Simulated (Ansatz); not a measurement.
SiC (F-43m): what a change of settings does

```yaml
crystal:
  lattice:
    - [0.00000, 2.17841, 2.17841]
    - [2.17841, 0.00000, 2.17841]
    - [2.17841, 2.17841, 0.00000]
  atoms:
    - { symbol: Si, position: [0.00000, 0.00000, 0.00000] }
    - { symbol: C, position: [0.75000, 0.75000, 0.75000] }
```

Conventional cell: a = 4.357 Å, b = 4.357 Å, c = 4.357 Å, α = 90.00°, β = 90.00°, γ = 90.00°. Si (atom 1) is surrounded by 4 C at 1.89 Å. Around C (atom 2) lie 4 Si at 1.89 Å.

Unless marked otherwise, the numbers come from PBEsol, PAW on Ansatz 0.2.0's default frozen-core files (fitted under PBE), scalar-relativistic. k mesh 10×10×10, strains of ±0.005, fixed occupations, cutoff 420 eV. The cell was relaxed by PAW under this functional.

With these settings the run gives C11 = 389.6, C44 = 272.0 GPa and B_V = 221.5 GPa (clamped ions).

Problem. The run is repeated in the same cell with kpoints.mp_grid.grid from [10, 10, 10] to [8, 8, 8]. What moves, and by how much?

Solution. C11: +0.08 %; C44: +0.06 %; B_V: +0.13 %.

Known limits: frozen-core PAW files fitted under PBE, their cores solved anew for the functional of the run; constants at zero field, no piezoelectric stiffening.
